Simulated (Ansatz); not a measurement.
A relaxation of cell and atoms of CdS (started from an entry of an open crystallographic database) with Ansatz 0.2.0, at the level LDA. The starting cell comes from a relaxation with PBE.

```yaml
crystal:
  lattice:
    - [4.1969590536, 0.0, 0.0]
    - [-2.0984795268, 3.6346731591, 0.0]
    - [0.0, 0.0, 6.8279107376]
  atoms:
    - { symbol: Cd, position: [0.3333333333, 0.6666666667, -0.0008015501] }
    - { symbol: Cd, position: [0.6666666667, 0.3333333333, 0.4991984499] }
    - { symbol: S, position: [0.3333333333, 0.6666666667, 0.3758015501] }
    - { symbol: S, position: [0.6666666667, 0.3333333333, 0.8758015501] }
kpoints:
  mp_grid: { grid: [6, 6, 4] }
hamiltonian:
  xc: lda
scf:
  occupations: { method: fermi_dirac, width: 0.02 }
relax:
  f_tol: 0.005
  cell: {}
```

The output follows, shortened, with numbered blanks.
```
Functional definition: SPW92
Crystal: 4 atoms, lattice volume = 104.157 Å³
Basis set: ecut = 420 eV, 1985 PW (Γ)
[1]
Symmetry: 12 space group operations
Space group: P63mc (ITA 186)
[2]
preconditioner: auto → Resta (q_TF=auto, 2.430 Å⁻¹)  ε∞=4.8  [insulator: Δε(μ)=0.725 eV  σ=0.020 eV  ℏωp=21.8 eV]
relax step 1: F+E_penalty+E_count = -17977.14682721 eV  max|allowed force component| = 8.499e-4 eV/Å  Δτ_max = 0.0000 Å  P = -4.863 GPa  Ω = 104.157 Å³
--- Relaxed structure (4 steps of the walk, 4 accepted, 1 SCFs on fresh bases) ---
[3]
```

Problem. Give the withheld lines. They hold the relaxed structure, the count of irreducible k points, the band count.

Solution.
```
[1]
Bands: 32, of which v1, the nominal top of the filled ones, is band 26 counted from 1 (25 counted from 0)
[2]
k-points: 21 of 144 (time reversal used)
[3]
  F+E_penalty+E_count = -17977.29097985 eV   max|allowed force component| = 2.548e-3 eV/Å
  cell:  # Å, volume = 95.4098 Å³
    - [4.074712, 0.000000, 0.000000]
    - [-2.037356, 3.528804, 0.000000]
    - [0.000000, 0.000000, 6.635424]
  atoms:
    - { symbol: Cd, position: [0.333333, 0.666667, -0.000641] }
    - { symbol: Cd, position: [0.666667, 0.333333, 0.499359] }
    - { symbol: S, position: [0.333333, 0.666667, 0.375641] }
    - { symbol: S, position: [0.666667, 0.333333, 0.875641] }
```
Only the leading digits can be foreseen; the rest is this run's record.

The walk took 4 steps and changed the volume by -8.4 %. The last SCF, on a fresh basis, lies 36.0 meV an atom below the first. At the end: the symmetry is P6_3mc (No. 186, hexagonal); a = 4.075 Å, c = 6.635 Å in the conventional setting, 23.85 Å³ an atom. Cd has 4 S at 2.49–2.50 Å; S has 4 Cd at 2.49–2.50 Å.

Command: `ansatz run input.yaml --threads 2 --pin off --max-ram 2211MiB --backend cpu --events-out ev --progress --plain --runs-dir out`.

No spin polarisation and no zero-point or thermal motion.
